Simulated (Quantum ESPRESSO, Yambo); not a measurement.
Planning a run of Yambo 5.3.0 on LiCl (Fm-3m). The input:

```
HF_and_locXC
gw0
dyson
ppa
em1d
rim_cut
RandQpts= 1000000
RandGvec= 1 RL
EXXRLvcs= 66 Ry
VXCRLvcs= 264 Ry
Chimod= "HARTREE"
% BndsRnXp
 1 | 55 |
%
NGsBlkXp= 9 Ry
% LongDrXp
 1 | 1 | 1 |
%
% GbndRnge
 1 | 55 |
%
DysSolver= "n"
ExtendOut
PPAPntXp= 27.21138 eV
% QPkrange
 1 | 1 | 4 | 7 |
%
```

```sh
OMP_NUM_THREADS=1 mpirun -n 4 yambo -F gw1.in -J gw1 -C gw1 > gw1.log
```

The stored states that it reads are on a 6×6×6 mesh. The structure is cubic, space group Fm-3m (No. 225). The conventional cell has a = 5.143 Å, b = 5.143 Å, c = 5.143 Å, α = 90.00°, β = 90.00°, γ = 90.00°. Li has 6 Cl at 2.57 Å nearest. Nearest to Cl lie 6 Li at 2.57 Å. Farther neighbours and most contacts between anions are not listed.

**Question.** How long will it take on 4 MPI ranks of Arm Neoverse V1, shared host, and how much memory?

It took 38 s; on shared hardware allow 19 s to 76 s. Peak host memory was 1.3 GiB.

The screening grows as filled bands × empty bands × pairs of k points, times the square of the screening basis for the matrix.

[Paths, hosts, dates, memory and timing lines, banners, echoed tables and standing remarks are left out of the program output.]

[Logs are printed without paths, hosts, clocks, repeated set-up lines and the standing remarks that a program may print on its own settings, such as how far it seeks lower states.]

[Runs of the session that timed out or met a known fault of the program may be left out.]

[Hosts, paths, dates, database ids (printed as entryN), source tags and the programs' standing remarks are cut or masked in the printed files.]
